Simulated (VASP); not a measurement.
From an Ansatz input to VASP: BN (strained wurtzite)

Ansatz input

```yaml
crystal:
  lattice:
    - [2.5439499987, 0.0254395, 0.0]
    - [-1.2499437461, 2.1904055749, 0.0]
    - [0.0, 0.0, 4.2078153394]
  atoms:
    - { symbol: B, position: [0.3337568955, 0.6667173932, 0.000214447] }
    - { symbol: B, position: [0.6662431045, 0.3332826068, 0.500214447] }
    - { symbol: "N", position: [0.3319058873, 0.6667557654, 0.374785553] }
    - { symbol: "N", position: [0.6680941127, 0.3332442346, 0.874785553] }
kpoints:
  mp_grid: { grid: [12, 12, 6] }
  band_path:
    path:
      - [0.0, 0.0, 0.0]
      - [0.5, 0.0, 0.0]
      - [0.3333333333, 0.3333333333, 0.0]
      - [0.0, 0.0, 0.5]
      - [0.5, 0.0, 0.5]
      - [0.3333333333, 0.3333333333, 0.5]
      - [0.1, 0.0, 0.0]
    npoints: 1
hamiltonian:
  xc: pbe
scf:
  occupations: { method: fermi_dirac, width: 0.02 }
  n_extra_bands: 5
output:
  forces: true
  stress: true
  eigenvalues: true
```

Q: Which VASP files do the same job?

A: 

INCAR

```
LASPH = .TRUE.
LWAVE = .FALSE.
GGA = PE
IBRION = -1
LREAL = .FALSE.
NELM = 120
ENCUT = 520
NBANDS = 16
SIGMA = 0.02
LCHARG = .FALSE.
ISIF = 2
EDIFF = 1E-7
NSW = 0
PREC = Accurate
ISMEAR = -1
```

KPOINTS

```
KPOINTS created by Atomic Simulation Environment
0
Gamma
12 12 6
0 0 0
```

KPOINTS_OPT

```
special points
7
Reciprocal
0.0000000000 0.0000000000 0.0000000000 1
0.5000000000 0.0000000000 0.0000000000 1
0.3333333333 0.3333333333 0.0000000000 1
0.0000000000 0.0000000000 0.5000000000 1
0.5000000000 0.0000000000 0.5000000000 1
0.3333333333 0.3333333333 0.5000000000 1
0.1000000000 0.0000000000 0.0000000000 1
```

POSCAR

```
B  N
 1.0000000000000000
     2.5439499987000000    0.0254395000000000    0.0000000000000000
    -1.2499437461000000    2.1904055749000002    0.0000000000000000
     0.0000000000000000    0.0000000000000000    4.2078153393999997
 B   N
   2   2
Cartesian
  0.0157016177415480  1.4688721035107386  0.0009023532397620
  1.2783046348584517  0.7469729713892613  2.1048100229397617
  0.0109447823220683  1.4689090654184620  1.5770283990352378
  1.2830614702779317  0.7469360094815379  3.6809360687352379
```

VASP ran with the recommended PBE PAW datasets (16 valence electrons in the cell). Other inputs would serve too.

```json
{"": "gap between bands v and c", "Ansatz": "5.13 eV", "VASP": "5.12 eV"}
{"": "least direct gap", "Ansatz": "8.12 eV", "VASP": "8.11 eV"}
{"": "pressure", "Ansatz": "4.8 GPa", "VASP": "5.0 GPa"}
{"": "largest force", "Ansatz": "0.02 eV/Å", "VASP": "0.02 eV/Å"}
```

Each program uses its own PAW datasets. VASP's cell holds 16 valence electrons and Ansatz's 16. Ansatz's stress includes a Pulay correction; VASP's doesn't.
